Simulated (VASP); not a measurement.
**From VASP inputs to Ansatz: KCl (strained zincblende)**

INCAR

```
ISIF = 2
LREAL = .FALSE.
LWAVE = .FALSE.
IBRION = -1
LASPH = .TRUE.
ENCUT = 520
ISMEAR = -1
GGA = PE
NELM = 120
NBANDS = 15
PREC = Accurate
NSW = 0
LCHARG = .FALSE.
EDIFF = 1E-7
SIGMA = 0.02
```

KPOINTS

```
KPOINTS created by Atomic Simulation Environment
0
Gamma
6 6 6
0 0 0
```

KPOINTS_OPT

```
special points
7
Reciprocal
0.0000000000 0.0000000000 0.0000000000 1
-0.5000000000 -0.5000000000 0.0000000000 1
-0.3750000000 -0.3750000000 0.2500000000 1
-0.3750000000 0.0000000000 0.3750000000 1
0.0000000000 0.0000000000 0.5000000000 1
-0.5000000000 -0.2500000000 0.2500000000 1
0.4895830000 0.0000000000 0.4895830000 1
```

POSCAR

```
K  Cl
 1.0000000000000000
     0.0000000000000000    3.5072828303999999    3.5072828303999999
     3.4196007597000002    0.0000000000000000    3.5072828303999999
     3.4196007597000002    3.5072828303999999    0.0000000000000000
 K   Cl
   1   1
Cartesian
  0.0000000000000000  0.0000000000000000  0.0000000000000000
  1.7098003798500003  1.7536414151999997  1.7536414151999999
```

VASP ran with the recommended PBE PAW datasets (16 valence electrons in the cell).

Question: Translate these files to an Ansatz input.

Answer: 

```yaml
crystal:
  lattice:
    - [0.0, 3.5072828304, 3.5072828304]
    - [3.4196007597, 0.0, 3.5072828304]
    - [3.4196007597, 3.5072828304, 0.0]
  atoms:
    - { symbol: K, position: [0.0, 0.0, 0.0] }
    - { symbol: Cl, position: [0.25, 0.25, 0.25] }
kpoints:
  mp_grid: { grid: [6, 6, 6] }
  band_path:
    path:
      - [0.0, 0.0, 0.0]
      - [-0.5, -0.5, 0.0]
      - [-0.375, -0.375, 0.25]
      - [-0.375, 0.0, 0.375]
      - [0.0, 0.0, 0.5]
      - [-0.5, -0.25, 0.25]
      - [0.489583, 0.0, 0.489583]
    npoints: 1
hamiltonian:
  xc: pbe
scf:
  occupations: { method: fermi_dirac, width: 0.02 }
  n_extra_bands: 4
output:
  forces: true
  stress: true
  eigenvalues: true
```

Other inputs would serve too.

|  | VASP | Ansatz |
| --- | --- | --- |
| gap between bands v and c | 4.82 eV | 4.82 eV |
| least direct gap | 4.86 eV | 4.87 eV |
| pressure | 0.6 GPa | 0.6 GPa |

Datasets and cutoffs are each program's own. VASP's cell holds 16 valence electrons and Ansatz's 16. Ansatz's stress includes a Pulay correction; VASP's doesn't.
